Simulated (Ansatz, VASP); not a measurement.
# Two plane-wave programs on ZrC

Contents of INCAR:

```
SYSTEM = ZrC
  PREC = Accurate
  ENCUT = 520
  EDIFF = 1E-7
  ISMEAR = -1
  SIGMA = 0.05
  LREAL = .False.
  LASPH = .True.
  NELM = 80
  ALGO = Normal
  ISIF = 2
  LWAVE = .False.
  LCHARG = .False.
  GGA = PE
  NBANDS = 15
```

Contents of KPOINTS:

```
regular mesh
0
Gamma
  8 8 8
  0 0 0
```

POSCAR

```
ZrC
1.0
    0.0000000000      2.3961219900      2.3961219900
    2.3961219900      0.0000000000      2.3961219900
    2.3961219900      2.3961219900      0.0000000000
Zr C
1 1
Direct
    0.5000000000      0.5000000000      0.5000000000
    0.0000000000      0.0000000000      0.0000000000
```

Input for Ansatz:

```yaml
crystal:
  lattice:
    - [0.0, 2.3961219900347195, 2.3961219900347195]
    - [2.3961219900347195, 0.0, 2.3961219900347195]
    - [2.3961219900347195, 2.3961219900347195, 0.0]
  atoms:
    - { symbol: Zr, position: [0.5, 0.5, 0.5] }
    - { symbol: C, position: [0.0, 0.0, 0.0] }
basis:
  ecutwfc: 489.804952427784
kpoints:
  mp_grid:
    grid: [8, 8, 8]
hamiltonian:
  xc: pbe
scf:
  occupations:
    method: fermi_dirac
    width: 0.05
output:
  stress: true
```

Alike in both runs: task single point; functional PBE; k mesh 8 × 8 × 8; occupations fermi-dirac, width 0.05 eV; no spin polarisation.

|  | VASP | Ansatz |
| --- | --- | --- |
| version | VASP 6.6.1 | Ansatz 0.2.0 |
| potentials or method | VASP PAW PBE potentials, release 64 (Zr_sv, C) | plane waves, PAW |
| plane-wave cutoff (eV) | 520 | 490 |
| valence electrons in the cell | 16 | 16 |

Ansatz gave:

```
pressure (GPa) : -10.5
```

Problem. Which values does VASP return?

Solution. Pressure (GPa): -10.3.
